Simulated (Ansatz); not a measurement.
A (111) slab of Ir (Fm-3m (No. 225)), 5 planes, outer planes Ir (top) and Ir (bottom), with 5 atoms (Ir5) in a surface cell of A = 6.487 Å², as cut from the bulk:

```
CELL_PARAMETERS angstrom
2.73697 0.00000 0.00000
-1.36848 2.37028 0.00000
0.00000 0.00000 23.93890
ATOMIC_POSITIONS crystal
Ir 0.66667 0.33333 0.31330
Ir 0.33333 0.66667 0.40665
Ir 0.00000 0.00000 0.50000
Ir 0.66667 0.33333 0.59335
Ir 0.33333 0.66667 0.68670
```

The calculation used Ansatz, DFT PBE, scalar-relativistic, plane waves, PAW. Cutoff 420 eV; k points 15×15×1 on the computed 5-atom cell (Γ-centred); Gaussian smearing, width 0.10 eV; no spin polarisation. The cell repeats along c with a dipole correction in the vacuum.

Against the same 5 atoms in the bulk, the slab as cut lies 1.899 eV higher and the relaxed slab 1.872 eV higher.

(1) Work out the surface energy before and after relaxation.

(2) A cut through this plane breaks about 3 nearest-neighbour bonds a surface cell. What does each broken bond cost, before relaxation?

(3) What is the ideal work of this cut, per area?

Answers

(1) The slab has two faces, so γ = (E_slab − N·E_bulk)/(2A), the mean of both. As cut: 1.899/(2 × 6.487) = 0.1464 eV/Å², and 1 eV/Å² = 16.02 J/m², so γ = 2.34 J/m². Relaxed: 1.872/(2 × 6.487) = 0.1443 eV/Å² = 2.31 J/m². Relaxation recovers 1.4 % of the cost of cutting.

(2) One cut makes two faces and costs 2γA = 1.899 eV, shared by 3 bonds: 0.63 eV a bond. In a metal this is less than the cohesive energy a bond, since the bonds that remain at the surface strengthen.

(3) Griffith's ideal work is 2γ: 4.69 J/m² if the new faces stay rigid, 4.62 J/m² if they relax. One thickness was run, 5 planes, so γ can still shift with it.

The surface energy of 2.31 J/m² after relaxation is large for a close-packed metal face, as expected for iridium, whose partly filled 5d band gives strong cohesion. Cutting the crystal lowers the coordination of the surface atoms and narrows their local d band, which costs bonding energy. Because band width grows more slowly than linearly with coordination, the remaining bonds strengthen, and the 0.63 eV per broken bond is an effective cost, not a transferable pair energy. Relaxation recovers only 1.4 % of the cutting cost, which suggests that the dense, smooth (111) plane is already near its preferred geometry; open faces usually gain more.

The value lies below the usual experimental estimates derived from liquid surface tension. PBE's tendency to underestimate metal surface energies is the likely main cause, though such estimates also don't isolate a single facet. The ideal work of separation is a thermodynamic cost and doesn't establish a fracture toughness, which also depends on plastic flow at the crack tip.
